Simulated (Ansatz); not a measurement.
Ge under changes of volume

One of the cells (22.833 Å³/atom); the others are scaled copies at fixed shape and fractional positions:

```xyz
4
Lattice="3.9976 0.0000 0.0000 -1.9988 3.4620 0.0000 0.0000 0.0000 6.5994" Properties=species:S:1:pos:R:3 pbc="T T T"
Ge    0.0000    2.3080    6.1843
Ge    1.9988    1.1540    2.8846
Ge    0.0000    2.3080    3.7148
Ge    1.9988    1.1540    0.4151
```

This isn't the form of Ge at room conditions, which is diamond.

| Quantity | Value |
| --- | --- |
| Program | Ansatz 0.2.0 |
| Functional | PBE |
| Potentials or basis | all-electron LAPW, scalar-relativistic |
| Cutoff | 315 eV (chosen from the basis error) |
| Basis error allowed | 0.001 eV/atom |
| k mesh | 8 × 8 × 4 |
| Occupations | fermi-dirac, width 0.05 eV |
| Spin | no spin polarisation |

```csv
volume (Å³/atom),energy over the lowest point (meV/atom),pressure (GPa),largest force (eV/Å)
21.463,54.64,8.1,0.033
21.920,34.47,6.1,0.024
22.377,19.50,4.4,0.016
22.833,?,?,?
23.290,2.67,1.6,0.009
23.747,0.00,0.3,0.000
24.203,0.68,-0.8,0.008
```

What does the run at 22.833 Å³/atom give?

Energy over the lowest point 9.07 meV/atom; pressure 2.9 GPa; largest force 0.014 eV/Å.

Worked out: A Birch-Murnaghan fit of order 3 (a polynomial in V^(-2/3)) to the other rows has its minimum at 23.88 Å³/atom with B0 = V·E''(V) = 59 GPa and B' = 4.5 at fixed shape and positions, which overstates the stiffness. It gives 9.03 meV/atom at 22.833 Å³/atom, against the run's 9.07, and -dE/dV = 2.9 GPa, against 2.9.

Energies are extrapolated to zero smearing.
